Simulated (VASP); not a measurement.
# Ni (Fm-3m) in VASP: a series of runs

One crystal, Ni, is run at these levels: PBE; tasks: relaxation of cell and atoms.

Program: VASP 6.6.1. These are calculated values, not measurements. Logs are shortened: lines on timing, memory, paths and dates and some standing lists are left out, and cuts for length are marked.

## Step 1: The crystal as given

Symmetry: Fm-3m, No. 225, cubic system. The conventional cell has a = 3.524 Å, b = 3.524 Å, c = 3.524 Å, α = 90.00°, β = 90.00°, γ = 90.00°. Ni (site symmetry m-3m) has 12 Ni at 2.49 Å as nearest neighbours.

## Step 2: Relaxation of cell and atoms, PBE

File INCAR:

```
SYSTEM = Ni
  PREC = Accurate
  ENCUT = 520
  EDIFF = 1E-7
  ISMEAR = 0
  SIGMA = 0.1
  LREAL = .False.
  LASPH = .True.
  NELM = 100
  ALGO = Normal
  ISIF = 3
  LWAVE = .False.
  LCHARG = .False.
  GGA = PE
  IBRION = 2
  NSW = 80
  EDIFFG = -0.002
```

File KPOINTS:

```
regular mesh
0
Gamma
  20 20 20
  0 0 0
```

File POSCAR:

```
Ni
1.0
    0.0000000000      1.7619350000      1.7619350000
    1.7619350000      0.0000000000      1.7619350000
    1.7619350000      1.7619350000      0.0000000000
Ni
1
Direct
    0.0000000000      0.0000000000      0.0000000000
```

Potentials or basis: VASP PAW PBE potentials, release 64 (Ni).

Started as:

```console
> cat potpaw_PBE.64/Ni/POTCAR > POTCAR
> mpirun -np 1 vasp_std > vasp.out
```

OUTCAR:

```text
SYSTEM = Ni
   PREC = Accurate
   ENCUT = 520
   EDIFF = 1E-7
   ISMEAR = 0
   LREAL = .False.
   LASPH = .True.
   NELM = 100
   ISIF = 3
   GGA = PE
   IBRION = 2
   NSW = 80
   EDIFFG = -0.002

 ion  position               nearest neighbor table
   1  0.000  0.000  0.000-

  LATTYP: Found a face centered cubic cell.
 ALAT       =     3.5238700000

  Lattice vectors:

 A1 = (   0.0000000000,   1.7619350000,   1.7619350000)
 A2 = (   1.7619350000,   0.0000000000,   1.7619350000)
 A3 = (   1.7619350000,   1.7619350000,   0.0000000000)

Analysis of symmetry for initial positions (statically):
=====================================================================
 Subroutine PRICEL returns:
 Original cell was already a primitive cell.

 Routine SETGRP: Setting up the symmetry group for a
 face centered cubic supercell.

 Subroutine GETGRP returns: Found 48 space group operations
 (whereof 48 operations were pure point group operations)
 out of a pool of 48 trial point group operations.

The static configuration has the point symmetry O_h .

Analysis of symmetry for dynamics (positions and initial velocities):
=====================================================================
 Subroutine PRICEL returns:
 Original cell was already a primitive cell.

 Routine SETGRP: Setting up the symmetry group for a
 face centered cubic supercell.

 Subroutine GETGRP returns: Found 48 space group operations
 (whereof 48 operations were pure point group operations)
 out of a pool of 48 trial point group operations.

The dynamic configuration has the point symmetry O_h .

 Subroutine INISYM returns: Found 48 space group operations
 (whereof 48 operations are pure point group operations),
 and found     1 'primitive' translations

----------------------------------------------------------------------------------------

                                     Primitive cell

  volume of cell :      10.9396

  direct lattice vectors                    reciprocal lattice vectors
     0.000000000  1.761935000  1.761935000    -0.283778914  0.283778914  0.283778914
     1.761935000  0.000000000  1.761935000     0.283778914 -0.283778914  0.283778914
     1.761935000  1.761935000  0.000000000     0.283778914  0.283778914 -0.283778914

  length of vectors
     2.491752373  2.491752373  2.491752373     0.491519496  0.491519496  0.491519496

  position of ions in fractional coordinates (direct lattice)
     0.000000000  0.000000000  0.000000000

  ion indices of the primitive-cell ions
   primitive index   ion index
                 1           1

----------------------------------------------------------------------------------------

 KPOINTS: regular mesh

Automatic generation of k-mesh.
 Grid dimensions read from file:
 generate k-points for:   20   20   20

 Generating k-lattice:

  Cartesian coordinates                     Fractional coordinates (reciprocal lattice)
    -0.014188946  0.014188946  0.014188946     0.050000000  0.000000000  0.000000000
     0.014188946 -0.014188946  0.014188946     0.000000000  0.050000000  0.000000000
     0.014188946  0.014188946 -0.014188946     0.000000000  0.000000000  0.050000000

  Length of vectors
     0.024575975  0.024575975  0.024575975

  Shift w.r.t. Gamma in fractional coordinates (k-lattice)
     0.000000000  0.000000000  0.000000000

 Subroutine IBZKPT returns following result:
 ===========================================

 Found    256 irreducible k-points:

 Following reciprocal coordinates:
            Coordinates               Weight
  0.000000  0.000000  0.000000      1.000000
  0.050000  0.000000  0.000000      8.000000
  0.100000  0.000000  0.000000      8.000000
  0.150000  0.000000  0.000000      8.000000
  0.200000  0.000000  0.000000      8.000000
  0.250000  0.000000  0.000000      8.000000
[... 16 lines left out ...]
 -0.400000  0.050000  0.000000     24.000000
 -0.350000  0.050000  0.000000     24.000000
 [... further k-points ...]
   k-points           NKPTS =    256   k-points in BZ     NKDIM =    256   number of bands    NBANDS=      9
   number of dos      NEDOS =    301   number of ions     NIONS =      1
   total plane-waves  NPLWV =   8000
   dimension x,y,z NGX =    20 NGY =   20 NGZ =   20
   dimension x,y,z NGXF=    40 NGYF=   40 NGZF=   40
   ions per type =               1
   NGX,Y,Z   is equivalent  to a cutoff of  13.34, 13.34, 13.34 a.u.
   NGXF,Y,Z  is equivalent  to a cutoff of  26.69, 26.69, 26.69 a.u.
 SYSTEM =  Ni
   PREC   = accura    normal or accurate (medium, high low for compatibility)
   ISTART =      0    job   : 0-new  1-cont  2-samecut
   ICHARG =      2    charge: 1-file 2-atom 10-const
   ISPIN  =      1    spin polarized calculation?
   LNONCOLLINEAR =      F non collinear calculations
   LSORBIT =      F    spin-orbit coupling
   LASPH  =      T    aspherical Exc in radial PAW
   ENCUT  =  520.0 eV  38.22 Ry    6.18 a.u.   4.63  4.63  4.63*2*pi/ulx,y,z
   NELM   =    100;   NELMIN=  2; NELMDL= -5     # of ELM steps
   EDIFF  = 0.1E-06   stopping-criterion for ELM
   LREAL  =      F    real-space projection
   EDIFFG = -.2E-02   stopping-criterion for IOM
   NSW    =     80    number of steps for IOM
   IBRION =      2    ionic relax: 0-MD 1-quasi-New 2-CG
   NFREE  =      1    steps in history (QN), initial steepest desc. (CG)
   ISIF   =      3    stress and relaxation
   ISYM   =      2    0-nonsym 1-usesym 2-fastsym
   POTIM  = 0.5000    time-step for ionic-motion
   TEBEG  =    0.0;   TEEND  =   0.0 temperature during run
   PSTRESS=    0.0 pullay stress
   NELECT =      10.0000    total number of electrons
   NUPDOWN=      -1.0000    fix difference up-down
   EMIN   =  10.00;   EMAX   =-10.00  energy-range for DOS
   EFERMI =   0.00;   METHOD = LEGACY
   ISMEAR =     0;   SIGMA  =   0.10  broadening in eV -4-tet -1-fermi 0-gaus
   EFERMI_NEDOS =   21; number of points for ismear=-14 and -15
   IALGO  =     38    algorithm
   IMIX   =      4    mixing-type and parameters
     AMIX     =   0.40;   BMIX     =  1.00
     AMIX_MAG =   1.60;   BMIX_MAG =  1.00
  volume/ion in A,a.u.               =      10.94        73.82
  Fermi-wavevector in a.u.,A,eV,Ry     =   1.588821  3.002436 34.345893  2.524352
  Thomas-Fermi vector in A             =   2.687765
   LORBIT       =      0    0 simple, 1 ext, 2 COOP (PROOUT), +10 PAW based schemes
   GGA     = PE    functional components
   LHFCALC =     F    Hartree Fock is set to
   AEXX    =    0.0000 exact exchange contribution
   IVDW    =     0    specifies the selected vdW correction
   LEPSILON=     F    determine dielectric tensor
   LRPA    =     F    only Hartree local field effects (RPA)
 conjugate gradient relaxation of ions
 non-spin polarized calculation
 Gauss-broadening in eV      SIGMA  =   0.10
  energy-cutoff  :      520.00
  volume of cell :       10.94
 maximum number of plane-waves:       306
   NGX =  9   NGY =  9   NGZ =  9

--------------------------------------- Ionic step        1  -------------------------------------------

 number of electron      10.0000010 magnetization

 Free energy of the ion-electron system (eV)
  ---------------------------------------------------
  ext. energy  EPLUGINS =         0.00000000
  ---------------------------------------------------
  free energy    TOTEN  =        -5.42277243 eV

  energy without entropy =       -5.40352001  energy(sigma->0) =       -5.41314622

------------------------ aborting loop because EDIFF is reached ----------------------------------------

  FORCE on cell =-STRESS in cart. coord.  units (eV):
  Direction    XX          YY          ZZ          XY          YZ          ZX
  --------------------------------------------------------------------------------------
  -------------------------------------------------------------------------------------
  Total       -0.1403242     -0.1403242     -0.1403242     -0.0000000      0.0000000     -0.0000000
  in kB      -20.5515010    -20.5515010    -20.5515010     -0.0000000      0.0000000     -0.0000000
  external PRESSURE =     -20.5515010 kB  Pullay stress =       0.0000000 kB

 VOLUME and BASIS-vectors are now :
 -----------------------------------------------------------------------------
  energy-cutoff  :      520.00
  volume of cell :       10.94
      direct lattice vectors                 reciprocal lattice vectors
     0.000000000  1.761935000  1.761935000    -0.283778914  0.283778914  0.283778914
     1.761935000  0.000000000  1.761935000     0.283778914 -0.283778914  0.283778914
     1.761935000  1.761935000  0.000000000     0.283778914  0.283778914 -0.283778914
[... 36 lines left out ...]
 POSITION                                       TOTAL-FORCE (eV/Angst)
 -----------------------------------------------------------------------------------
      1.75001      1.75001      3.50001        -0.000000      0.000000      0.000000
 -----------------------------------------------------------------------------------
    total drift:                               -0.000000     -0.000000      0.000000

  FREE ENERGIE OF THE ION-ELECTRON SYSTEM (eV)
  ---------------------------------------------------
  free  energy   TOTEN  =        -5.4229191532 eV

  energy  without entropy=       -5.4041353706  energy(sigma->0) =       -5.41352726

--------------------------------------- Ionic step        3  -------------------------------------------

 number of electron      10.0000008 magnetization

 Free energy of the ion-electron system (eV)
  ---------------------------------------------------
  ext. energy  EPLUGINS =         0.00000000
  ---------------------------------------------------
  free energy    TOTEN  =        -5.42354610 eV

  energy without entropy =       -5.40454347  energy(sigma->0) =       -5.41404478

 E-fermi :   9.2549     XC(G=0): -13.2855

 val. band max:        9.2512159267   @ k =  -0.4000   0.3500   0.1000
 cond. band min:       9.2578632749   @ k =  -0.4500   0.3000   0.0000
 fundamental gap:      0.0066473482
 Fermi energy:         9.2548591864

 k-point     1 :       0.0000    0.0000    0.0000
  band No.  band energies     occupation
      1       0.3872      2.00000
      2       7.4002      2.00000
      3       7.4002      2.00000
      4       7.4002      2.00000
      5       8.5062      2.00000
      6       8.5062      2.00000
      7      33.1395      0.00000
      8      37.1152      0.00000
      9      37.1152      0.00000

 k-point     2 :       0.0500    0.0000    0.0000
  band No.  band energies     occupation
      1       0.4856      2.00000
      2       7.3728      2.00000
      3       7.4229      2.00000
      4       7.4229      2.00000
      5       8.4962      2.00000
      6       8.4962      2.00000
      7      32.8654      0.00000
      8      35.7502      0.00000
      9      36.8804      0.00000
[... 253 lines left out ...]
 k-point    24 :      -0.3500    0.0500    0.0000
  band No.  band energies     occupation
      1       4.3644      2.00000
      2       7.4245      2.00000
      3       7.4639      2.00000
      4       7.4849      2.00000
      5       8.9085      2.00000
      6       9.2400      1.16665
      7      18.7628      0.00000
      8      31.1809      0.00000
      9      33.5785      0.00000

 [... further k-points ...]
[... 5 lines left out ...]
  --------------------------------------------------------------------------------------
  -------------------------------------------------------------------------------------
  Total        0.0016640      0.0016640      0.0016640      0.0000000      0.0000000      0.0000000
  in kB        0.2463574      0.2463574      0.2463574      0.0000000      0.0000000      0.0000000
  external PRESSURE =       0.2463574 kB  Pullay stress =       0.0000000 kB

 VOLUME and BASIS-vectors are now :
 -----------------------------------------------------------------------------
  energy-cutoff  :      520.00
  volume of cell :       10.82
      direct lattice vectors                 reciprocal lattice vectors
    -0.000000000  1.755586321  1.755586321    -0.284805135  0.284805135  0.284805135
     1.755586321  0.000000000  1.755586321     0.284805135 -0.284805135  0.284805135
     1.755586321  1.755586321 -0.000000000     0.284805135  0.284805135 -0.284805135

 POSITION                                       TOTAL-FORCE (eV/Angst)
 -----------------------------------------------------------------------------------
      0.00000      0.00000     -0.00000         0.000000     -0.000000     -0.000000
 -----------------------------------------------------------------------------------
    total drift:                               -0.000000     -0.000000     -0.000000

  FREE ENERGIE OF THE ION-ELECTRON SYSTEM (eV)
  ---------------------------------------------------
  free  energy   TOTEN  =        -5.4235460959 eV

  energy  without entropy=       -5.4045434719  energy(sigma->0) =       -5.41404478

 reached required accuracy - stopping structural energy minimisation
```

Wall time 2 min (1 thread of AMD EPYC 7R43 (Zen 3), shared host); peak memory 0.11 GiB.

Results:

| Property | Result |
| --- | --- |
| Free energy | -5.4235 eV |
| Relaxed volume | 10.82 Å³/atom |
| Relaxed cell | a = 2.483 Å, b = 2.483 Å, c = 2.483 Å, α = 60.00°, β = 60.00°, γ = 60.00° |
| Space group after relaxing (to 0.05 Å) | Fm-3m (No. 225) |
| Energy gained by relaxing | 0.8 meV/atom |
| Ionic steps | 3 |
| Pressure after relaxing | 0.0 GPa |
| Band gap on the k mesh | none (metal or under the smearing width) |

The path:
| step | energy change (eV) | largest force (eV/Å) | pressure (GPa) | volume (Å³) |
| --- | --- | --- | --- | --- |
| 1 | 0.0000 | 0.0000 | -2.06 | 10.94 |
| 2 | -0.0001 | 0.0000 | 1.98 | 10.72 |
| 3 | -0.0008 | 0.0000 | 0.02 | 10.82 |

Final structure:
```
Ni
1.0
     0.00000    1.75559    1.75559
     1.75559    0.00000    1.75559
     1.75559    1.75559    0.00000
Ni
1
Direct
  0.00000 0.00000 0.00000
```

Levels at points of the mesh, in eV from the Fermi level:
```csv
k point,band 3,band 4,band 5,band 6,band 7,band 8
"(0.00, 0.00, 0.00)",-1.85,-1.85,-0.75,-0.75,23.88,27.86
"(0.50, 0.00, 0.00)",-1.90,-0.14,-0.01,-0.01,6.12,22.38
"(0.50, 0.50, 0.00)",-0.02,0.18,0.18,2.63,9.59,15.08
```

Caveat: the run has no spin polarisation, though such a crystal can be magnetic.

## Step 3: Relaxation of cell and atoms, PBE

This run uses another cell than the first one, of 10.82 Å³/atom, 0.989 times its volume.

INCAR is that of step 2.

KPOINTS is that of step 2.

File POSCAR:

```
Ni                                      
1.0
   -0.0000000000      1.7555863214      1.7555863214
    1.7555863214      0.0000000000      1.7555863214
    1.7555863214      1.7555863214     -0.0000000000
  Ni            
     1
Direct
     0.0000000000000000    0.0000000000000000    0.0000000000000000
```

Potentials or basis: VASP PAW PBE potentials, release 64 (Ni).

Started as:

```console
> cat potpaw_PBE.64/Ni/POTCAR > POTCAR
> mpirun -np 1 vasp_std > vasp.out
```

OUTCAR:

```text
SYSTEM = Ni
   PREC = Accurate
   ENCUT = 520
   EDIFF = 1E-7
   ISMEAR = 0
   LREAL = .False.
   LASPH = .True.
   NELM = 100
   ISIF = 3
   GGA = PE
   IBRION = 2
   NSW = 80
   EDIFFG = -0.002

 ion  position               nearest neighbor table
   1  0.000  0.000  0.000-

  LATTYP: Found a face centered cubic cell.
 ALAT       =     3.5111726428

  Lattice vectors:

 A1 = (   0.0000000000,   1.7555863214,   1.7555863214)
 A2 = (   1.7555863214,   0.0000000000,   1.7555863214)
 A3 = (   1.7555863214,   1.7555863214,   0.0000000000)

Analysis of symmetry for initial positions (statically):
=====================================================================
 Subroutine PRICEL returns:
 Original cell was already a primitive cell.
[... 248 lines left out ...]

  energy without entropy =       -5.40453493  energy(sigma->0) =       -5.41403865

 E-fermi :   9.2517     XC(G=0): -13.2843

 val. band max:        9.2480902423   @ k =  -0.4000   0.3500   0.1000
 cond. band min:       9.2547348637   @ k =  -0.4500   0.3000   0.0000
 fundamental gap:      0.0066446213
 Fermi energy:         9.2517392889

 k-point     1 :       0.0000    0.0000    0.0000
  band No.  band energies     occupation
      1       0.3857      2.00000
      2       7.3976      2.00000
      3       7.3976      2.00000
      4       7.3976      2.00000
      5       8.5033      2.00000
      6       8.5033      2.00000
      7      33.1346      0.00000
      8      37.1087      0.00000
      9      37.1087      0.00000
[... 265 lines left out ...]
 k-point    24 :      -0.3500    0.0500    0.0000
  band No.  band energies     occupation
      1       4.3624      2.00000
      2       7.4220      2.00000
      3       7.4614      2.00000
      4       7.4823      2.00000
      5       8.9055      2.00000
      6       9.2369      1.16651
      7      18.7580      0.00000
      8      31.1755      0.00000
      9      33.5724      0.00000

 [... further k-points ...]
[... 5 lines left out ...]
  --------------------------------------------------------------------------------------
  -------------------------------------------------------------------------------------
  Total       -0.0010207     -0.0010207     -0.0010207     -0.0000000     -0.0000000      0.0000000
  in kB       -0.1510897     -0.1510897     -0.1510897     -0.0000000     -0.0000000      0.0000000
  external PRESSURE =      -0.1510897 kB  Pullay stress =       0.0000000 kB
[... 16 lines left out ...]
  FREE ENERGIE OF THE ION-ELECTRON SYSTEM (eV)
  ---------------------------------------------------
  free  energy   TOTEN  =        -5.4235423790 eV

  energy  without entropy=       -5.4045349301  energy(sigma->0) =       -5.41403865

 reached required accuracy - stopping structural energy minimisation
```

OSZICAR:

```text
N       E                     dE             d eps       ncg     rms          rms(c)
DAV:   1     0.230016089476E+02    0.23002E+02   -0.51609E+03  4744   0.152E+03
DAV:   2    -0.604118380189E+01   -0.29043E+02   -0.28089E+02  4667   0.167E+02
DAV:   3    -0.646438377465E+01   -0.42320E+00   -0.41910E+00  5314   0.269E+01
DAV:   4    -0.646849464173E+01   -0.41109E-02   -0.41100E-02  5351   0.229E+00
[... 17 lines left out ...]
DAV:   1    -0.542355815599E+01   -0.17196E-04   -0.26073E-04  4797   0.274E-01    0.339E-02
DAV:   2    -0.542354838661E+01    0.97694E-05   -0.26438E-04  4829   0.243E-01    0.177E-02
DAV:   3    -0.542354284375E+01    0.55429E-05   -0.43049E-05  4776   0.103E-01    0.465E-03
DAV:   4    -0.542354242451E+01    0.41924E-06   -0.61490E-07  4957   0.613E-03    0.676E-04
DAV:   5    -0.542354237903E+01    0.45481E-07   -0.61240E-09  2353   0.916E-04
   3 F= -.54235424E+01 E0= -.54140387E+01  d E =-.179521E-07
```

Wall time 97 s (1 thread of AMD EPYC 7R43 (Zen 3), shared host); peak memory 0.1 GiB.

Results:

```
Free energy                            : -5.4235 eV
Relaxed volume                         : 10.82 Å³/atom
Relaxed cell                           : a = 2.483 Å, b = 2.483 Å, c = 2.483 Å, α = 60.00°, β = 60.00°, γ = 60.00°
Space group after relaxing (to 0.05 Å) : Fm-3m (No. 225)
Energy gained by relaxing              : 0.0 meV/atom
Ionic steps                            : 3
Pressure after relaxing                : 0.0 GPa
Band gap on the k mesh                 : none (metal or under the smearing width)
```

Final structure:
```
CELL_PARAMETERS angstrom
0.00000 1.75571 1.75571
1.75571 0.00000 1.75571
1.75571 1.75571 0.00000
ATOMIC_POSITIONS crystal
Ni 0.00000 0.00000 0.00000
```

Levels at points of the mesh, in eV from the Fermi level:
```
           k point  band 3  band 4  band 5  band 6  band 7  band 8
(0.00, 0.00, 0.00)   -1.85   -1.85   -0.75   -0.75   23.88   27.86
(0.50, 0.00, 0.00)   -1.90   -0.14   -0.01   -0.01    6.12   22.38
(0.50, 0.50, 0.00)   -0.02    0.18    0.18    2.63    9.59   15.08
```

Caveat: the run has no spin polarisation, though such a crystal can be magnetic.
